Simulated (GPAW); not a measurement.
# MoS2 (P6_3/mmc) in GPAW: settings compared

One crystal, MoS2, is run at these levels: PBE, PBE+U; tasks: band structure, eps q.

All numbers are computed with GPAW 26.7.0; they aren't measurements. Logs are shortened: lines on timing, memory, paths and dates and some standing lists are left out, and cuts for length are marked. The log counts tension as positive stress, the text compression.

**Experimental background.**

“Multiwavelength excitation Raman Scattering Analysis of bulk and 2 dimensional MoS2: Vibrational properties of atomically thin MoS2 layers”, 2015, arxiv:1506.03228 reports, for a bulk crystal of MoS2 at 300 K: band gap 1.3 eV (indirect).

How close the calculation comes is told below.

### 1 The structure

It takes space group P6_3/mmc (No. 194, hexagonal). The conventional cell has a = 3.169 Å, b = 3.169 Å, c = 12.324 Å, α = 90.00°, β = 90.00°, γ = 120.00°. Mo (site symmetry -6m2) has 6 S at 2.41 Å as nearest neighbours. Around S (site symmetry 3m) lie 3 Mo at 2.41 Å.

### 2 Band structure, PBE

run.py

```python
from ase import Atoms
from ase.dft.bandgap import bandgap
from ase.io import write
from ase.units import GPa
from gpaw import GPAW, PW

atoms = Atoms(['Mo', 'Mo', 'S', 'S', 'S', 'S'],
              cell=[[3.169, 0.0, 0.0],
                    [-1.5845, 2.7444345046, 0.0],
                    [0.0, 0.0, 12.324]],
              scaled_positions=[[0.6666666667, 0.3333333333, 0.75],
                                [0.3333333333, 0.6666666667, 0.25],
                                [0.6666666667, 0.3333333333, 0.377],
                                [0.3333333333, 0.6666666667, 0.877],
                                [0.6666666667, 0.3333333333, 0.123],
                                [0.3333333333, 0.6666666667, 0.623]],
              pbc=True)

calc = GPAW(mode=PW(600),
            xc='PBE',
            kpts={'size': (10, 10, 3), 'gamma': True},
            occupations={'name': 'fermi-dirac', 'width': 0.05},
            nbands=46,
            convergence={'density': 1e-05, 'energy': 1e-05},
            maxiter=150,
            txt='gpaw.txt')
atoms.calc = calc
energy = atoms.get_potential_energy()
forces = atoms.get_forces()
stress = atoms.get_stress()
calc.write('gs.gpw')
write('result.traj', atoms)
print(f'Energy: {energy:.6f} eV')
print('Forces (eV/A):')
print(forces.round(4))
print('Stress (GPa):', (stress / GPa).round(3))
print('Fermi level:', round(calc.get_fermi_level(), 4), 'eV')
print(f'Gap: {bandgap(calc)[0]:.4f} eV, direct: {bandgap(calc, direct=True)[0]:.4f} eV')

path = atoms.cell.bandpath('GMKGALHA,LM,KH', npoints=60, eps=1e-4)
bs_calc = calc.fixed_density(kpts=path, symmetry='off', nbands=69,
                             convergence={'bands': 'CBM+6.0', 'eigenstates': 1e-6}, txt='bands.txt')
bs = bs_calc.band_structure()
bs.write('bs.json')
print(f'Gap on the path: {bandgap(bs_calc)[0]:.4f} eV')
```

Potentials or basis: GPAW PAW data sets (gpaw-data 1.2.1), pw.

Command:

```console
$ OMP_NUM_THREADS=1 python run.py
```

gpaw.txt:

```text
__  _  _
 | _ |_)|_||  |
 |__||  | ||/\| - 26.7.0

Input parameters:
  mode=PW(ecut=600.0),
  convergence={'density': 1e-05, 'energy': 1e-05},
  kpts=MonkhorstPack(size=(10, 10, 3), gamma=True),
  maxiter=150,
  nbands=46,
  occupations=Occupations(name='fermi-dirac', width=0.05),
  xc=XC(name='PBE')

Diagonalizing LCAO Hamiltonian
Converting LCAO to pw mode

        S

           Mo
        S

           S
        Mo

           S

Atoms  # Å, Bohr magnetons
|   | symbol |         x |        y |         z |    initial magnetic moments |
|---|--------|-----------|----------|-----------|-----------------------------|
| 0 |     Mo |  1.584500 | 0.914812 |  9.243000 | ( 0.0000,  0.0000,  0.0000) |
| 1 |     Mo | -0.000000 | 1.829623 |  3.081000 | ( 0.0000,  0.0000,  0.0000) |
| 2 |      S |  1.584500 | 0.914812 |  4.646148 | ( 0.0000,  0.0000,  0.0000) |
| 3 |      S | -0.000000 | 1.829623 | 10.808148 | ( 0.0000,  0.0000,  0.0000) |
| 4 |      S |  1.584500 | 0.914812 |  1.515852 | ( 0.0000,  0.0000,  0.0000) |
| 5 |      S | -0.000000 | 1.829623 |  7.677852 | ( 0.0000,  0.0000,  0.0000) |

Unit cell  # Å
| periodic |         x |        y |         z |   lengths |     angles |
|----------|-----------|----------|-----------|-----------|------------|
|      yes |  3.169000 | 0.000000 |  0.000000 |  3.169000 |  90.000000 |
|      yes | -1.584500 | 2.744435 |  0.000000 |  3.169000 |  90.000000 |
|      yes |  0.000000 | 0.000000 | 12.324000 | 12.324000 | 120.000000 |

Number of symmetries: 12
Symmetry operations  # r_c * U_cc + t_c -> r_c
|    | kind |            matrix            |
|----|------|------------------------------|
|  0 |  σ   |  1, 1, 0,  0,-1, 0,  0, 0, 1 |
|  1 |  S6  |  1, 1, 0, -1, 0, 0,  0, 0,-1 |
|  2 |  E   |  1, 0, 0,  0, 1, 0,  0, 0, 1 |
|  3 |  C2  |  1, 0, 0, -1,-1, 0,  0, 0,-1 |
|  4 |  C2  |  0, 1, 0,  1, 0, 0,  0, 0,-1 |
|  5 |  C3  |  0, 1, 0, -1,-1, 0,  0, 0, 1 |
|  6 |  S6  |  0,-1, 0,  1, 1, 0,  0, 0,-1 |
|  7 |  σ   |  0,-1, 0, -1, 0, 0,  0, 0, 1 |
|  8 |  σ   | -1, 0, 0,  1, 1, 0,  0, 0, 1 |
|  9 |  i   | -1, 0, 0,  0,-1, 0,  0, 0,-1 |
| 10 |  C3  | -1,-1, 0,  1, 0, 0,  0, 0, 1 |
| 11 |  C2  | -1,-1, 0,  0, 1, 0,  0, 0,-1 |

BZ-sampling:
  Number of BZ points: 300
  Number of IBZ points: 36

  Monkhorst-Pack size: [10, 10, 3]
  Monkhorst-Pack shift: [0.05, 0.05, 0.0]

K-points  # in reciprocal-cell coordinates
|     |                                coordinates |     weight |
|-----|--------------------------------------------|------------|
|   0 | (  0.00000000,   0.00000000,   0.00000000) | 0.00333333 |
|   1 | (  0.00000000,   0.00000000,   0.33333333) | 0.00666667 |
|   2 | (  0.10000000,   0.00000000,  -0.33333333) | 0.02000000 |
|   3 | (  0.10000000,   0.00000000,   0.00000000) | 0.02000000 |
|   4 | (  0.10000000,   0.00000000,   0.33333333) | 0.02000000 |
|   5 | (  0.20000000,  -0.10000000,   0.00000000) | 0.02000000 |
|   6 | (  0.20000000,  -0.10000000,   0.33333333) | 0.04000000 |
|   7 | (  0.20000000,   0.00000000,  -0.33333333) | 0.02000000 |
|   8 | (  0.20000000,   0.00000000,   0.00000000) | 0.02000000 |
|   9 | (  0.20000000,   0.00000000,   0.33333333) | 0.02000000 |
| ... |                                            |            |
|  35 | (  0.50000000,   0.50000000,   0.33333333) | 0.02000000 |

Plane wave coefficients: 3613
Cutoff: 600.0 eV

Spin-components: 1 (collinear spins)
Bands:           46
Projectors:      32
Spin-degeneracy: 2
Datatype:        complex128

Parallelization:
  kpt:    1
  domain: 1
  band:   1

Density:
  Valence electrons: 52.0
  Components: 1
  Grid points: [18 18 70]
  Charge: 0.0  # |e|

Potential:
  Grid points: [18 18 70]

species:
  Mo:
    name:    Molybdenum
    Z:       42.0
    valence: 14
    core:    28
    charge:  0.0  # [|e|]
    compensation charges:
      type: gauss
      rc: 0.38  # [Å]
      lmax: 2
    cutoffs:
      filter: 2.16  # [Å]
      core: 1.42  # [Å]
    projectors
    | kind |    occ | energy [eV] | rcut [Å] |
    |------|--------|-------------|----------|
    |   4s |  2.000 |     -64.307 |    1.238 |
    |   5s |  1.000 |      -4.084 |    1.238 |
    |   4p |  6.000 |     -38.491 |    1.296 |
    |   5p |  0.000 |      -1.044 |    1.296 |
    |   4d |  5.000 |      -3.754 |    1.296 |
    |    d |        |      23.458 |    1.296 |

    Using partial waves for Mo as LCAO basis

  S:
    name:    Sulfur
    Z:       16.0
    valence: 6
    core:    10
    charge:  0.0  # [|e|]
    compensation charges:
      type: gauss
      rc: 0.24  # [Å]
      lmax: 2
    cutoffs:
      filter: 1.77  # [Å]
      core: 1.66  # [Å]
    projectors
    | kind |    occ | energy [eV] | rcut [Å] |
    |------|--------|-------------|----------|
    |   3s |  2.000 |     -17.254 |    0.974 |
    |   3p |  4.000 |      -7.008 |    0.979 |
    |    s |        |       9.957 |    0.974 |
    |    p |        |      20.203 |    0.979 |
    |    d |        |       0.000 |    0.900 |

    Using partial waves for S as LCAO basis

Reference energy: -263698.624853  # eV

eigensolver:
  PPCG
  Converge bands: occupied
  niter=2

density mixing:
  MSR1-Mixer
  Pratt-step length: 0.05
  Maximum mixing coefficient: 0.75
  Old densities: 10
  SVD Regularization: 0.005
  Good broyden scale: 1.0
  Trust region scale: 1.0
  Backstep threshold: 4.0
  History deletion threshold: 6.0
  Fourier metric: weight=20.0, sigma=0.015

occupation numbers:
  Fermi-Dirac:
    width: 0.0500  # eV

poisson solver:
  ecut: 4800.0  # eV

xc functional:
  name: PBE with 2 nearest neighbor stencil

convergence criteria:
[... 6 lines left out ...]
|iter     | |      energy | eigst |  dens |
|---------|-|-------------|-------|-------|
|iter:   1| |  -47.169131 | +0.57 |       |
|iter:   2| |  -46.327879 | -1.14 | -0.98 |
|iter:   3| |  -44.279643 | -1.12 | -1.05 |
|iter:   4| |  -44.165265 | -1.96 | -1.45 |
|iter:   5| |  -44.167339 | -2.55 | -1.77 |
|iter:   6| |  -44.159681 | -3.06 | -2.04 |
|iter:   7| |  -44.155180 | -4.08 | -2.55 |
|iter:   8| |  -44.155069 | -5.27 | -3.05 |
|iter:   9| |  -44.155078c| -6.19 | -3.57 |
|iter:  10| |  -44.155078c| -7.54c| -4.37 |
|iter:  11| |  -44.155078c| -8.07c| -4.98 |
|iter:  12| |  -44.155078c| -8.57c| -5.62c|

Converged in 12 steps
Energy contributions relative to reference atoms: (reference = -263698.624853)

Energy contributions:
  Kinetic:          -1.004431
  Coulomb:         -11.364789
  Zero:             -0.165477
  External:          0.000000
  Xc:              -31.620380
  Entropy:          -0.000003
  Spinorbit:         0.000000
  ----------------------------
  Free energy:     -44.155079
  Extrapolated:    -44.155078

dipole moment: (0.000001, 0.000002, 0.000007)  # |e|*Ang

Fermi level: 8.578
Eigenvalues  # (at kpt = [0.000, 0.000, 0.000])
| band index |      eig [eV] | occ [0-2] |
|------------|---------------|-----------|
|          0 |       -53.401 |     2.000 |
|        ... |               |           |
|         18 |         4.938 |     2.000 |
|         19 |         6.019 |     2.000 |
|         20 |         6.019 |     2.000 |
|         21 |         6.066 |     2.000 |
|         22 |         6.066 |     2.000 |
|         23 |         6.993 |     2.000 |
[... 8 lines left out ...]
|         32 |        10.600 |     0.000 |
|         33 |        10.600 |     0.000 |
|        ... |               |           |
|         45 |        20.561 |     0.000 |

Gap: 0.922 eV
Transition (v -> c):
  (s=0, k=0, n=25, [0.00, 0.00, 0.00]) -> (s=0, k=16, n=26, [0.40, -0.20, 0.00])
Direct/indirect transitions are different
Direct gap: 1.848 eV
Transition at: (s=0, k=24, n=25, [0.40, 0.30, 0.00])

Forces  # eV/Ang
|        x |        y |        z |
|----------|----------|----------|
|  0.00000 | -0.00000 | -0.00003 |  # Mo   0
| -0.00000 |  0.00000 |  0.00003 |  # Mo   1
| -0.00000 |  0.00000 | -0.05685 |  # S    2
|  0.00000 |  0.00000 | -0.05676 |  # S    3
|  0.00000 | -0.00000 |  0.05676 |  # S    4
| -0.00000 |  0.00000 |  0.05685 |  # S    5

Stress tensor  # eV/Ang^3
|         x |         y |         z |
|-----------|-----------|-----------|
| -0.011200 |  0.000000 |  0.000000 |
|  0.000000 | -0.011200 |  0.000000 |
|  0.000000 |  0.000000 | -0.013972 |

# Writing to gs.gpw (mode='')
```

Wall time 4.4 min (1 thread of Arm Neoverse V2, shared host); peak memory 0.63 GiB.

What came out:

| Property | Result |
| --- | --- |
| Free energy | -44.1551 eV |
| Pressure | 1.9 GPa |
| Largest force | 0.057 eV/Å |
| Band gap on the k mesh | 0.92 eV, indirect (least direct gap 1.85 eV) |
| Band gap along the path | 0.87 eV, indirect (least direct gap 1.64 eV) |

Forces in eV/Å, atoms in the order of the input:
```
Mo   0.000  0.000  0.000
Mo   0.000  0.000  0.000
S    0.000  0.000 -0.057
S    0.000  0.000 -0.057
S    0.000  0.000  0.057
S    0.000  0.000  0.057
```

Stress tensor (GPa, compression positive):
```
1.79 0.00 0.00
0.00 1.79 0.00
0.00 0.00 2.24
```

Levels at the corners of the path, in eV from the valence-band top:
```csv
point,band 23,band 24,band 25,band 26,band 27,band 28,band 29,band 30
Γ,-2.10,-1.18,-1.14,0.00,2.09,2.09,2.12,2.12
M,-1.72,-1.52,-1.39,-1.27,1.57,1.62,1.97,2.23
K,-2.68,-2.68,-0.76,-0.60,1.03,1.03,1.84,2.81
Γ,-2.10,-1.18,-1.14,0.00,2.09,2.09,2.12,2.12
A,-2.13,-2.13,-0.26,-0.26,2.10,2.10,2.10,2.10
L,-1.62,-1.62,-1.32,-1.32,1.59,1.59,2.11,2.11
H,-2.85,-2.85,-0.69,-0.69,1.04,1.04,2.30,2.30
A,-2.13,-2.13,-0.26,-0.26,2.10,2.10,2.10,2.10
L,-1.62,-1.62,-1.32,-1.32,1.59,1.59,2.11,2.11
M,-1.72,-1.52,-1.39,-1.27,1.57,1.62,1.97,2.23
K,-2.68,-2.68,-0.76,-0.60,1.03,1.03,1.84,2.81
H,-2.85,-2.85,-0.69,-0.69,1.04,1.04,2.30,2.30
```

Caveat: this functional lacks dispersion, which binds the layers, so the pressure and a relaxed spacing across them are unreliable.

[end of part 1 of 3]
